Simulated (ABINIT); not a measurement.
Runs of ABINIT 10.8.3 (patched build) on Ge. Symmetry: P-3m1, No. 164, trigonal system. The conventional cell has a = 4.090 Å, b = 4.090 Å, c = 3.327 Å, α = 90.00°, β = 90.00°, γ = 120.00°. Ge (site symmetry 3m) has 3 Ge at 2.54 Å as nearest neighbours. The cell was built by a generator and needn't be a form met in nature.

```tsv
potentials or basis	cutoff (eV)	fine-grid cutoff	gap on the mesh (eV)	pressure (GPa)	largest force (eV/Å)
JTH PAW PBE v2.0	599	1197.3 eV	none	-2.0	0.01
SPMS NC PBE v1.0	707	-	none	-1.5	0.01
SG15 NC PBE v1.2	599	-	none	(a)	0.01
PseudoDojo NC SR PBE v0.4.1 standard	1088	-	none	-1.5	0.01
Ansatz NC PBE	1088	-	none	-1.6	0.01
```

Alike in all rows: task single point; level PBE; no spin polarisation; cell as given; k mesh 8 × 8 × 8; smearing fermi-dirac 0.05 eV.

Question: Estimate the missing entries.

Answer: (a) -1.4.

A k mesh can miss the band edges, and the runs leave out spin-orbit coupling on Ge.

A gap of «none» marks a metal or a gap under the smearing width.
